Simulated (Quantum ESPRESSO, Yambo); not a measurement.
# Beyond one shot: CdSe (F-43m), part 2 of 2

How far does self-consistency move the gap of CdSe (F-43m)?

Quantum ESPRESSO 7.5 and Yambo 5.3.0; PBE and many-body steps on it, plane waves. Known limits of the many-body steps: not at the basis limit; no spin-orbit coupling; coarse k mesh.

So far. Step 4 (G0W0): The gap on the mesh goes from 0.55 eV to 1.14 eV, a correction of +0.59 eV. Step 5 (evGW0, cycle 1): Against G0W0 in Yambo (4×4×4 mesh, 107 bands, screening to 149.7 eV, Godby-Needs plasmon pole), the gap moves by +0.076 eV.

## (6) evGW0, cycle 2

Level of this step: evGW0 on PBE, plane waves, norm-conserving pseudopotentials (Yambo).

The corrected levels of the last cycle go back in.

Input file gw3.in:

```
HF_and_locXC
gw0
dyson
ppa
em1d
rim_cut
RandQpts= 1000000
RandGvec= 1 RL
EXXRLvcs= 104 Ry
VXCRLvcs= 416 Ry
Chimod= "HARTREE"
% BndsRnXp
 1 | 107 |
%
NGsBlkXp= 11 Ry
% LongDrXp
 1 | 1 | 1 |
%
% GbndRnge
 1 | 107 |
%
DysSolver= "n"
ExtendOut
PPAPntXp= 27.21138 eV
% QPkrange
 1 | 8 | 14 | 26 |
%
GfnQPdb= "E < ./gw2_fix/ndb.QP"
```

The run is started by

```sh
OMP_NUM_THREADS=1 mpirun -n 4 yambo -F gw3.in -J gw3,gw1_W -C gw3 > gw3.log
```

The program printed:

```text
 Yambo, version 5.3.0

 [02] CORE Variables Setup
 =========================

  [... cell, symmetries and grids as in the set-up ...]

  [02.05] Energies & Occupations
  ==============================

  [X] === General ===
  [X] Electronic Temperature                        :  0.000000  0.000000 [eV K]
  [X] Bosonic    Temperature                        :  0.000000  0.000000 [eV K]
  [X] Finite Temperature mode                       : no
  [X] El. density                                   :  0.76014E+24 [cm-3]
[...]
Sx RL components                                 :   6975

   QP @ state[ 1 ] K range                          :   1   8
   QP @ state[ 1 ] b range                          :  14  26
   GF energies kind                                 : Perdew, Burke & Ernzerhof(X)+Perdew, Burke & Ernzerhof(C)+ E < ./gw1/ndb.QP + @E Fit+ E < ./gw2_fix/
   GF WF`s kind                                     : Perdew, Burke & Ernzerhof(X)+Perdew, Burke & Ernzerhof(C)
   Xs energies kind                                 : Perdew, Burke & Ernzerhof(X)+Perdew, Burke & Ernzerhof(C)
   Xs WF`s kind                                     : Perdew, Burke & Ernzerhof(X)+Perdew, Burke & Ernzerhof(C)

 [13] Game Over & Game summary
```

Elapsed: 13 min, on 4 MPI ranks of Arm Neoverse V1, shared host; peak memory 2.6 GiB; 53 min of CPU time.

Numbers from this step:

```
quasiparticle gap on the mesh                         : 1.222 eV
gap of the density functional on the mesh             : 0.5509 eV
k of the valence top                                  : 0, 0, 0
k of the conduction bottom                            : 0, 0, 0
least direct quasiparticle gap on the computed points : 1.222 eV
```

Against the cycle before, the gap moves by +0.010 eV.

The program's own table gives 1.340 eV, which is too large where the input levels are shifted: this version takes Σc at the unshifted level E₀, yet steps from the shifted one. The value above is the Newton step from E₀, E₀ + Z(Σc + Σx − Vxc), rebuilt from the printed columns.

## (7) evGW, cycle 1

This step: evGW on PBE, plane waves, norm-conserving pseudopotentials.

gw4.in, as its differences from gw3.in of step 6:

```diff
@@ -27,2 +27,3 @@
 %
-GfnQPdb= "E < ./gw2_fix/ndb.QP"
+GfnQPdb= "E < ./gw1/ndb.QP"
+XfnQPdb= "E < ./gw1/ndb.QP"
```

The run is started by

```sh
OMP_NUM_THREADS=1 mpirun -n 4 yambo -F gw4.in -J gw4 -C gw4 > gw4.log
```

The program printed:

```text
 Yambo, version 5.3.0

 [02] CORE Variables Setup
 =========================

  [... cell, symmetries and grids as in the set-up ...]

  [02.05] Energies & Occupations
  ==============================

  [X] === General ===
  [X] Electronic Temperature                        :  0.000000  0.000000 [eV K]
  [X] Bosonic    Temperature                        :  0.000000  0.000000 [eV K]
  [X] Finite Temperature mode                       : no
  [X] El. density                                   :  0.76014E+24 [cm-3]
[...]
Sx RL components                                 :   6975

   QP @ state[ 1 ] K range                          :   1   8
   QP @ state[ 1 ] b range                          :  14  26
   GF energies kind                                 : Perdew, Burke & Ernzerhof(X)+Perdew, Burke & Ernzerhof(C)+ E < ./gw1/ndb.QP + @E Fit
   GF WF`s kind                                     : Perdew, Burke & Ernzerhof(X)+Perdew, Burke & Ernzerhof(C)
   Xs energies kind                                 : Perdew, Burke & Ernzerhof(X)+Perdew, Burke & Ernzerhof(C)
   Xs WF`s kind                                     : Perdew, Burke & Ernzerhof(X)+Perdew, Burke & Ernzerhof(C)

 [15] Game Over & Game summary
```

Elapsed: 16 min, on 4 MPI ranks; peak memory 2.7 GiB.

Numbers from this step:

* quasiparticle gap on the mesh: 1.318 eV
* gap of the density functional on the mesh: 0.5509 eV
* k of the valence top: 0, 0, 0
* k of the conduction bottom: 0, 0, 0
* least direct quasiparticle gap on the computed points: 1.318 eV

Against G0W0 in Yambo (4×4×4 mesh, 107 bands, screening to 149.7 eV, Godby-Needs plasmon pole), the gap moves by +0.181 eV.

The program's own table gives 1.417 eV, which is too large where the input levels are shifted: this version takes Σc at the unshifted level E₀, yet steps from the shifted one. The value above is the Newton step from E₀, E₀ + Z(Σc + Σx − Vxc), rebuilt from the printed columns.

## (8) evGW, cycle 2

gw5.in, as its differences from gw4.in of step 7:

```diff
@@ -27,3 +27,3 @@
 %
-GfnQPdb= "E < ./gw1/ndb.QP"
-XfnQPdb= "E < ./gw1/ndb.QP"
+GfnQPdb= "E < ./gw4_fix/ndb.QP"
+XfnQPdb= "E < ./gw4_fix/ndb.QP"
```

The run is started by

```sh
OMP_NUM_THREADS=1 mpirun -n 4 yambo -F gw5.in -J gw5 -C gw5 > gw5.log
```

The program printed:

```text
 Yambo, version 5.3.0

 [02] CORE Variables Setup
 =========================

  [... cell, symmetries and grids as in the set-up ...]

  [02.05] Energies & Occupations
  ==============================

  [X] === General ===
  [X] Electronic Temperature                        :  0.000000  0.000000 [eV K]
  [X] Bosonic    Temperature                        :  0.000000  0.000000 [eV K]
  [X] Finite Temperature mode                       : no
  [X] El. density                                   :  0.76014E+24 [cm-3]
[...]
Sx RL components                                 :   6975

   QP @ state[ 1 ] K range                          :   1   8
   QP @ state[ 1 ] b range                          :  14  26
   GF energies kind                                 : Perdew, Burke & Ernzerhof(X)+Perdew, Burke & Ernzerhof(C)+ E < ./gw1/ndb.QP + @E Fit+ E < ./gw4_fix/
   GF WF`s kind                                     : Perdew, Burke & Ernzerhof(X)+Perdew, Burke & Ernzerhof(C)
   Xs energies kind                                 : Perdew, Burke & Ernzerhof(X)+Perdew, Burke & Ernzerhof(C)
   Xs WF`s kind                                     : Perdew, Burke & Ernzerhof(X)+Perdew, Burke & Ernzerhof(C)

 [15] Game Over & Game summary
```

The job ended after 16 min (4 MPI ranks; peak memory 2.7 GiB; 63 min of CPU time).

Numbers from this step:

```
quasiparticle gap on the mesh                         : 1.372 eV
gap of the density functional on the mesh             : 0.5509 eV
k of the valence top                                  : 0, 0, 0
k of the conduction bottom                            : 0, 0, 0
least direct quasiparticle gap on the computed points : 1.372 eV
```

Against the cycle before, the gap moves by +0.054 eV.

The program's own table gives 1.498 eV, which is too large where the input levels are shifted: this version takes Σc at the unshifted level E₀, yet steps from the shifted one. The value above is the Newton step from E₀, E₀ + Z(Σc + Σx − Vxc), rebuilt from the printed columns.

## (9) evGW, cycle 3

gw6.in, as its differences from gw5.in of step 8:

```diff
@@ -27,3 +27,3 @@
 %
-GfnQPdb= "E < ./gw4_fix/ndb.QP"
-XfnQPdb= "E < ./gw4_fix/ndb.QP"
+GfnQPdb= "E < ./gw5_fix/ndb.QP"
+XfnQPdb= "E < ./gw5_fix/ndb.QP"
```

The run is started by

```sh
OMP_NUM_THREADS=1 mpirun -n 4 yambo -F gw6.in -J gw6 -C gw6 > gw6.log
```

The program printed:

```text
 Yambo, version 5.3.0

 [02] CORE Variables Setup
 =========================

  [... cell, symmetries and grids as in the set-up ...]

  [02.05] Energies & Occupations
  ==============================

  [X] === General ===
  [X] Electronic Temperature                        :  0.000000  0.000000 [eV K]
  [X] Bosonic    Temperature                        :  0.000000  0.000000 [eV K]
  [X] Finite Temperature mode                       : no
  [X] El. density                                   :  0.76014E+24 [cm-3]
[...]
Sx RL components                                 :   6975

   QP @ state[ 1 ] K range                          :   1   8
   QP @ state[ 1 ] b range                          :  14  26
   GF energies kind                                 : Perdew, Burke & Ernzerhof(X)+Perdew, Burke & Ernzerhof(C)+ E < ./gw1/ndb.QP + @E Fit+ E < ./gw4_fix/
   GF WF`s kind                                     : Perdew, Burke & Ernzerhof(X)+Perdew, Burke & Ernzerhof(C)
   Xs energies kind                                 : Perdew, Burke & Ernzerhof(X)+Perdew, Burke & Ernzerhof(C)
   Xs WF`s kind                                     : Perdew, Burke & Ernzerhof(X)+Perdew, Burke & Ernzerhof(C)

 [15] Game Over & Game summary
```

The job ended after 16 min (4 MPI ranks; peak memory 2.7 GiB).

Numbers from this step:

```yaml
quasiparticle_gap_on_the_mesh: 1.388 eV
gap_of_the_density_functional_on_the_mesh: 0.5509 eV
k_of_the_valence_top: 0, 0, 0
k_of_the_conduction_bottom: 0, 0, 0
least_direct_quasiparticle_gap_on_the_computed_points: 1.388 eV
```

Against the cycle before, the gap moves by +0.016 eV.

The program's own table gives 1.522 eV, which is too large where the input levels are shifted: this version takes Σc at the unshifted level E₀, yet steps from the shifted one. The value above is the Newton step from E₀, E₀ + Z(Σc + Σx − Vxc), rebuilt from the printed columns.

## (10) evGW, cycle 4

gw7.in, as its differences from gw6.in of step 9:

```diff
@@ -27,3 +27,3 @@
 %
-GfnQPdb= "E < ./gw5_fix/ndb.QP"
-XfnQPdb= "E < ./gw5_fix/ndb.QP"
+GfnQPdb= "E < ./gw6_fix/ndb.QP"
+XfnQPdb= "E < ./gw6_fix/ndb.QP"
```

The run is started by

```sh
OMP_NUM_THREADS=1 mpirun -n 4 yambo -F gw7.in -J gw7 -C gw7 > gw7.log
```

The program printed:

```text
 Yambo, version 5.3.0

 [02] CORE Variables Setup
 =========================

  [... cell, symmetries and grids as in the set-up ...]

  [02.05] Energies & Occupations
  ==============================

  [X] === General ===
  [X] Electronic Temperature                        :  0.000000  0.000000 [eV K]
  [X] Bosonic    Temperature                        :  0.000000  0.000000 [eV K]
  [X] Finite Temperature mode                       : no
  [X] El. density                                   :  0.76014E+24 [cm-3]
[...]
Sx RL components                                 :   6975

   QP @ state[ 1 ] K range                          :   1   8
   QP @ state[ 1 ] b range                          :  14  26
   GF energies kind                                 : Perdew, Burke & Ernzerhof(X)+Perdew, Burke & Ernzerhof(C)+ E < ./gw1/ndb.QP + @E Fit+ E < ./gw4_fix/
   GF WF`s kind                                     : Perdew, Burke & Ernzerhof(X)+Perdew, Burke & Ernzerhof(C)
   Xs energies kind                                 : Perdew, Burke & Ernzerhof(X)+Perdew, Burke & Ernzerhof(C)
   Xs WF`s kind                                     : Perdew, Burke & Ernzerhof(X)+Perdew, Burke & Ernzerhof(C)

 [15] Game Over & Game summary
```

Elapsed: 16 min, on 4 MPI ranks; peak memory 2.7 GiB.

This step gave:

- quasiparticle gap on the mesh: 1.393 eV
- gap of the density functional on the mesh: 0.5509 eV
- k of the valence top: 0, 0, 0
- k of the conduction bottom: 0, 0, 0
- least direct quasiparticle gap on the computed points: 1.393 eV

Against the cycle before, the gap moves by +0.005 eV.

The program's own table gives 1.529 eV, which is too large where the input levels are shifted: this version takes Σc at the unshifted level E₀, yet steps from the shifted one. The value above is the Newton step from E₀, E₀ + Z(Σc + Σx − Vxc), rebuilt from the printed columns.

## (11) Side by side

Times are wall times on 4 MPI ranks of Arm Neoverse V1, shared host, good to a factor of about two.

| run | mesh | bands | screening cutoff (eV) | DFT gap (eV) | gap on the mesh (eV) | direct (eV) | time |
| --- | --- | --- | --- | --- | --- | --- | --- |
| G0W0 | 4×4×4 | 107 | 149.7 | 0.551 | 1.136 | 1.136 | 16 min |
| evGW0, cycle 1 | 4×4×4 | 107 | 149.7 | 0.551 | 1.212 | 1.212 | 13 min |
| evGW0, cycle 2 | 4×4×4 | 107 | 149.7 | 0.551 | 1.222 | 1.222 | 13 min |
| evGW, cycle 1 | 4×4×4 | 107 | 149.7 | 0.551 | 1.318 | 1.318 | 16 min |
| evGW, cycle 2 | 4×4×4 | 107 | 149.7 | 0.551 | 1.372 | 1.372 | 16 min |
| evGW, cycle 3 | 4×4×4 | 107 | 149.7 | 0.551 | 1.388 | 1.388 | 16 min |
| evGW, cycle 4 | 4×4×4 | 107 | 149.7 | 0.551 | 1.393 | 1.393 | 16 min |

## (12) What came out

- G0W0: 1.136 eV
- evGW0, cycle 1: 1.212 eV
- evGW0, cycle 2: 1.222 eV
- evGW, cycle 1: 1.318 eV
- evGW, cycle 2: 1.372 eV
- evGW, cycle 3: 1.388 eV
- evGW, cycle 4: 1.393 eV
- known limits: not at the basis limit; no spin-orbit coupling; coarse k mesh

What this shows: evGW0 ends at 1.22 eV, +0.09 eV from G0W0, after 2 cycles that took 27 min beside the first screening; the last moved the gap by 0.010 eV. evGW ends at 1.39 eV, +0.26 eV from G0W0, after 4 cycles that took 63 min beside the first screening; the last moved the gap by 0.005 eV. Against experiment, by evGW, cycle 4: the direct gap of 1.39 eV lies −0.30 eV from the measured 1.69 ± 0.02 eV (direct, 300 K, on GaAs(100), 2010). An exciton line or allowed optical edge lies below the quasiparticle gap by the binding energy; a forbidden edge can push the onset above it. These are gaps on the mesh, at modest bands and cutoff. The calculation has static nuclei and no excitons; a measured gap holds zero-point and thermal motion, which mostly lowers it. Bands and cutoff are finite, so the gap is not at the basis limit. The miss can reach some tenths of an eV and take either sign; the mesh is an error of its own. The 4×4×4 mesh is coarse for this cell, which bears on the long-range parts of exchange and screening. The many-body steps are scalar-relativistic: spin-orbit coupling is not in them.

[Paths, hosts, dates, memory and timing lines, banners, echoed tables and standing remarks are left out of the program output.]

[Logs are printed without paths, hosts, clocks, repeated set-up lines and the standing remarks that a program may print on its own settings, such as how far it seeks lower states.]

[Runs of the session that timed out or met a known fault of the program may be left out.]

[Hosts, paths, dates, database ids (printed as entryN), source tags and the programs' standing remarks are cut or masked in the printed files.]
